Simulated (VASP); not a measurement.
# SiGe (Pmma) in VASP: a series of runs

The runs below take SiGe through phonons, dielectric tensor, with PBEsol.

Everything below comes from runs of VASP 6.6.1. Logs are shortened: lines on timing, memory, paths and dates and some standing lists are left out, and cuts for length are marked.

## (1) The structure

Symmetry: Pmma, No. 51, orthorhombic system. Conventional cell: a = 3.918 Å, b = 3.922 Å, c = 5.542 Å, α = 90.00°, β = 90.00°, γ = 90.00°. Ge (site symmetry mm2) has 2 Si at 2.40 Å and 2 Ge at 2.44 Å as nearest neighbours. Si (site symmetry mm2) has 2 Si at 2.37 Å and 2 Ge at 2.40 Å as nearest neighbours.

The cell was built by a generator and needn't be a form met in nature.

## (2) Phonons, PBEsol

POSCAR

```
SiGe
1.0
    5.5439178192     -0.0030511499      0.0000000000
    0.0030511499     -5.5439178192      0.0000000000
    0.0000000000      0.0000000000     -5.5422587357
  Ge              Si
     4     4
Direct
     0.7500000000000000    0.7500000000000000    0.7442444658379486
     0.2500000000000000    0.2500000000000000    0.7442444658379486
     0.5000000000000000    1.0000000000000000    0.0057555341620514
     1.0000000000000000    0.5000000000000000    0.0057555341620514
     0.2500000000000000    0.7500000000000000    0.2551735516287433
     0.7500000000000000    0.2500000000000000    0.2551735516287433
     1.0000000000000000    0.0000000000000000    0.4948264483712567
     0.5000000000000000    0.5000000000000000    0.4948264483712567
```

INCAR.step1

```
SYSTEM = SiGe
ALGO = Normal
EDIFF = 1E-8
EDIFFG = -0.002
ENCUT = 600
GGA = PS
IBRION = 2
ISIF = 3
ISMEAR = 0
KPAR = 4
LASPH = .TRUE.
LCHARG = .FALSE.
LREAL = .FALSE.
LWAVE = .FALSE.
NELM = 80
NSW = 40
PREC = Accurate
SIGMA = 0.03
```

INCAR.step2

```
SYSTEM = SiGe
ALGO = Normal
EDIFF = 1E-8
ENCUT = 600
GGA = PS
IBRION = 6
ISIF = 2
ISMEAR = 0
KPAR = 4
LASPH = .TRUE.
LCHARG = .FALSE.
LREAL = .FALSE.
LWAVE = .FALSE.
NELM = 80
NFREE = 2
NSW = 1
POTIM = 0.015
PREC = Accurate
SIGMA = 0.03
```

KPOINTS

```
k-points
0
G
  4 4 4
  0 0 0
```

Potentials or basis: VASP PAW PBE potentials, release 64 (Ge_d, Si).

On the command line:

```bash
> cat potpaw_PBE.64/Ge_d/POTCAR potpaw_PBE.64/Si/POTCAR > POTCAR
> cp INCAR.step1 INCAR
> mpirun -np 4 vasp_std > vasp.out
> cp CONTCAR POSCAR
> cp INCAR.step2 INCAR
> mpirun -np 4 vasp_std > vasp.out
```

OUTCAR:

```text
SYSTEM = SiGe
   EDIFF = 1E-8
   ENCUT = 600
   GGA = PS
   IBRION = 6
   ISIF = 2
   ISMEAR = 0
   LASPH = .TRUE.
   LREAL = .FALSE.
   NELM = 80
   NFREE = 2
   NSW = 1
   POTIM = 0.015
   PREC = Accurate

 ion  position               nearest neighbor table
   1  0.750  0.750  0.744-   7 2.40   8 2.40   3 2.44   4 2.44
   2  0.250  0.250  0.744-   7 2.40   8 2.40   3 2.44   4 2.44
   3  0.500  0.000  0.006-   5 2.40   6 2.40   1 2.44   2 2.44
   4  0.000  0.500  0.006-   5 2.40   6 2.40   1 2.44   2 2.44
   5  0.250  0.750  0.255-   7 2.37   8 2.37   3 2.40   4 2.40
   6  0.750  0.250  0.255-   7 2.37   8 2.37   3 2.40   4 2.40
   7  0.000  0.000  0.495-   5 2.37   6 2.37   1 2.40   2 2.40
   8  0.500  0.500  0.495-   5 2.37   6 2.37   1 2.40   2 2.40

  LATTYP: Found a base centered orthorhombic cell.
 ALAT       =     7.8349373429
 B/A-ratio  =     1.0014466426
 C/A-ratio  =     0.7071499511

  Lattice vectors:

 A1 = (  -0.0040072993,   5.5441446246,   0.0000000000)
 A2 = (   5.5441446246,  -0.0040072993,   0.0000000000)
 A3 = (   0.0000000000,   0.0000000000,  -5.5404755588)

Analysis of symmetry for initial positions (statically):
=====================================================================
 Subroutine PRICEL returns following result:

  LATTYP: Found a simple orthorhombic cell.
 ALAT       =     3.9174686714
 B/A-ratio  =     1.0014466426
 C/A-ratio  =     1.4142999022

  Lattice vectors:

 A1 = (   2.7700686627,   2.7700686627,   0.0000000000)
 A2 = (   2.7740759620,  -2.7740759620,   0.0000000000)
 A3 = (   0.0000000000,   0.0000000000,  -5.5404755588)

   2 primitive cells build up your supercell.

 Routine SETGRP: Setting up the symmetry group for a
 base centered orthorhombic supercell.

 Subroutine GETGRP returns: Found  8 space group operations
 (whereof  4 operations were pure point group operations)
 out of a pool of  8 trial point group operations.

The static configuration has the point symmetry C_2v.
 The point group associated with its full space group is D_2h.

Analysis of symmetry for dynamics (positions and initial velocities):
=====================================================================
 Subroutine PRICEL returns following result:

  LATTYP: Found a simple orthorhombic cell.
 ALAT       =     3.9174686714
 B/A-ratio  =     1.0014466426
 C/A-ratio  =     1.4142999022

  Lattice vectors:

 A1 = (   2.7700686627,   2.7700686627,   0.0000000000)
 A2 = (   2.7740759620,  -2.7740759620,   0.0000000000)
 A3 = (   0.0000000000,   0.0000000000,  -5.5404755588)

   2 primitive cells build up your supercell.

 Routine SETGRP: Setting up the symmetry group for a
 base centered orthorhombic supercell.

 Subroutine GETGRP returns: Found  8 space group operations
 (whereof  4 operations were pure point group operations)
 out of a pool of  8 trial point group operations.

The dynamic configuration has the point symmetry C_2v.
 The point group associated with its full space group is D_2h.

 Subroutine INISYM returns: Found  8 space group operations
 (whereof  4 operations are pure point group operations),
 and found     2 'primitive' translations

----------------------------------------------------------------------------------------

                                     Primitive cell

  volume of cell :      85.1502

  direct lattice vectors                    reciprocal lattice vectors
     2.770068663  2.770068663  0.000000000     0.180500941  0.180500941  0.000000000
     2.774075962 -2.774075962  0.000000000     0.180240198 -0.180240198  0.000000000
     0.000000000  0.000000000 -5.540475559     0.000000000  0.000000000 -0.180489922

  length of vectors
     3.917468671  3.923135848  5.540475559     0.255266879  0.254898132  0.180489922
[... 79 lines left out ...]
   ENCUT  =  600.0 eV  44.10 Ry    6.64 a.u.  11.07 11.07 11.07*2*pi/ulx,y,z
   NELM   =     80;   NELMIN=  2; NELMDL=  0     # of ELM steps
   EDIFF  = 0.1E-07   stopping-criterion for ELM
   LREAL  =      F    real-space projection
   EDIFFG = 0.1E-06   stopping-criterion for IOM
   NSW    =    133    number of steps for IOM
   IBRION =      6    ionic relax: 0-MD 1-quasi-New 2-CG
   NFREE  =      2    steps in history (QN), initial steepest desc. (CG)
   ISIF   =      2    stress and relaxation
   ISYM   =      2    0-nonsym 1-usesym 2-fastsym
   POTIM  = 0.0150    time-step for ionic-motion
   TEBEG  =    0.0;   TEEND  =   0.0 temperature during run
   PSTRESS=    0.0 pullay stress
   NELECT =      72.0000    total number of electrons
   NUPDOWN=      -1.0000    fix difference up-down
   EMIN   =  10.00;   EMAX   =-10.00  energy-range for DOS
   EFERMI =   0.00;   METHOD = LEGACY
   ISMEAR =     0;   SIGMA  =   0.03  broadening in eV -4-tet -1-fermi 0-gaus
   EFERMI_NEDOS =   21; number of points for ismear=-14 and -15
   IALGO  =     38    algorithm
   IMIX   =      4    mixing-type and parameters
     AMIX     =   0.40;   BMIX     =  1.00
     AMIX_MAG =   1.60;   BMIX_MAG =  1.00
  volume/ion in A,a.u.               =      21.29       143.66
  Fermi-wavevector in a.u.,A,eV,Ry     =   1.228703  2.321913 20.540876  1.509712
  Thomas-Fermi vector in A             =   2.363619
   LORBIT       =      0    0 simple, 1 ext, 2 COOP (PROOUT), +10 PAW based schemes
   GGA     = PS    functional components
   LHFCALC =     F    Hartree Fock is set to
   AEXX    =    0.0000 exact exchange contribution
   IVDW    =     0    specifies the selected vdW correction
   LEPSILON=     F    determine dielectric tensor
   LRPA    =     F    only Hartree local field effects (RPA)
 finite differences with symmetry
 non-spin polarized calculation
 Gauss-broadening in eV      SIGMA  =   0.03
  energy-cutoff  :      600.00
  volume of cell :      170.30
 maximum number of plane-waves:      5702
 NGX is ok and might be reduce to    48
   NGX = 23   NGY = 23   NGZ = 23

--------------------------------------- Ionic step        1  -------------------------------------------

 number of electron      72.0000017 magnetization

 Free energy of the ion-electron system (eV)
  ---------------------------------------------------
  ext. energy  EPLUGINS =         0.00000000
  ---------------------------------------------------
  free energy    TOTEN  =       -42.61794594 eV

  energy without entropy =      -42.61794594  energy(sigma->0) =      -42.61794594

------------------------ aborting loop because EDIFF is reached ----------------------------------------

  FORCE on cell =-STRESS in cart. coord.  units (eV):
  Direction    XX          YY          ZZ          XY          YZ          ZX
  --------------------------------------------------------------------------------------
  -------------------------------------------------------------------------------------
  Total        0.0005880      0.0005880     -0.0019575     -0.0011426      0.0000000      0.0000000
  in kB        0.0055315      0.0055315     -0.0184158     -0.0107494      0.0000000      0.0000000
  external PRESSURE =      -0.0024509 kB  Pullay stress =       0.0000000 kB
[... 323 lines left out ...]
--------------------------------------- Ionic step        9  -------------------------------------------

 number of electron      72.0000017 magnetization

 Free energy of the ion-electron system (eV)
  ---------------------------------------------------
  ext. energy  EPLUGINS =         0.00000000
  ---------------------------------------------------
  free energy    TOTEN  =       -42.61655213 eV

  energy without entropy =      -42.61655213  energy(sigma->0) =      -42.61655213

 E-fermi :   5.4862     XC(G=0):  -9.8717

 val. band max:        5.3460183761   @ k =   0.0000   0.0000   0.0000
 cond. band min:       5.6222474449   @ k =   0.0000   0.0000   0.0000
 fundamental gap:      0.2762290688
 Fermi energy:         5.4861524506

 k-point     1 :       0.0000    0.0000    0.0000
  band No.  band energies     occupation
      1     -19.1968      2.00000
      2     -19.1575      2.00000
      3     -19.1573      2.00000
      4     -19.1109      2.00000
      5     -19.0969      2.00000
      6     -19.0731      2.00000
[... 990 lines left out ...]
  FREE ENERGIE OF THE ION-ELECTRON SYSTEM (eV)
  ---------------------------------------------------
  free  energy   TOTEN  =       -42.6165521265 eV

  energy  without entropy=      -42.6165521265  energy(sigma->0) =      -42.61655213

 INTERNAL STRAIN TENSORS FROM DISPLACED ATOMS
 ============================================

 INTERNAL STRAIN TENSOR FOR ION    1 for displacements in x,y,z  (eV/Angst):
          X           Y           Z          XY          YZ          ZX
  --------------------------------------------------------------------------------
  x     0.00000     0.00000     0.00000     0.00000    -9.23042    -0.04063
  y     0.00000     0.00000     0.00000     0.00000    -0.04064    -9.23042
  z     0.17632     0.17632    -0.75965    -9.22189     0.00000     0.00000

 INTERNAL STRAIN TENSOR FOR ION    8 for displacements in x,y,z  (eV/Angst):
          X           Y           Z          XY          YZ          ZX
  --------------------------------------------------------------------------------
  x     0.00000     0.00000     0.00000     0.00000     8.79163    -0.04849
  y     0.00000     0.00000     0.00000     0.00000    -0.04849     8.79163
  z     0.39205     0.39205    -0.13091     8.84626     0.00000     0.00000

 Eigenvectors and eigenvalues of the dynamical matrix
 ----------------------------------------------------

   1 f  =   14.364727 THz    90.256240 2PiTHz  479.155708 cm-1    59.407710 meV
             X         Y         Z           dx          dy          dz
      4.161114 -4.161114 -4.123309     0.033456    0.033456    0.000000
      1.387038 -1.387038 -4.123309     0.033456    0.033456    0.000000
      2.772072 -0.002004 -0.032047    -0.033456   -0.033456    0.000000
      0.002004 -2.772072 -0.032047    -0.033456   -0.033456    0.000000
      1.389042 -4.159110 -1.413456     0.351967    0.351967    0.000000
      4.159110 -1.389042 -1.413456     0.351967    0.351967   -0.000000
      0.000000  0.000000 -2.741900    -0.351967   -0.351967   -0.000000
      2.774076 -2.774076 -2.741900    -0.351967   -0.351967    0.000000
[... 243 lines left out ...]
  24 f/i=    0.027337 THz     0.171764 2PiTHz    0.911865 cm-1     0.113057 meV
             X         Y         Z           dx          dy          dz
      4.161114 -4.161114 -4.123309     0.298558    0.298558    0.000000
      1.387038 -1.387038 -4.123309     0.298558    0.298558    0.000000
      2.772072 -0.002004 -0.032047     0.298558    0.298558    0.000000
      0.002004 -2.772072 -0.032047     0.298558    0.298558    0.000000
      1.389042 -4.159110 -1.413456     0.189375    0.189375    0.000000
      4.159110 -1.389042 -1.413456     0.189375    0.189375    0.000000
      0.000000  0.000000 -2.741900     0.189375    0.189375    0.000000
      2.774076 -2.774076 -2.741900     0.189375    0.189375    0.000000

 ELASTIC MODULI CONTR FROM IONIC RELAXATION (kBar)
 Direction    XX          YY          ZZ          XY          YZ          ZX
 --------------------------------------------------------------------------------
 XX          -0.4187     -0.4187      0.5053     -2.5634     -0.0000      0.0000
 YY          -0.4187     -0.4187      0.5053     -2.5634     -0.0000      0.0000
 ZZ           0.5053      0.5053     -1.2713     -9.3667      0.0000     -0.0000
 XY          -2.5634     -2.5634     -9.3667   -250.4069      0.0000     -0.0000
 YZ          -0.0000     -0.0000      0.0000      0.0000   -251.4076      2.5329
 ZX           0.0000      0.0000     -0.0000      0.0000      2.5329   -251.4076
 --------------------------------------------------------------------------------
```

Wall time 8.9 min (4 MPI ranks of Intel Xeon Platinum 8488C (Sapphire Rapids), shared host); peak memory 0.66 GiB.

Results:

```
Highest phonon frequency at Γ, LO-TO splitting left out : 479 cm⁻¹
```

Phonon frequencies in cm⁻¹ (negative: imaginary):
```tsv
q point	frequencies
(0.000, 0.000, 0.000)	-1 0 0 79 79 96 103 112 112 257 257 262 279 300 300 321 367 382 382 413 429 429 451 479
```

Caveat: the PAW data sets were made with another functional, which shifts forces and pressure a little.

(Continued in part 2 of 2.)
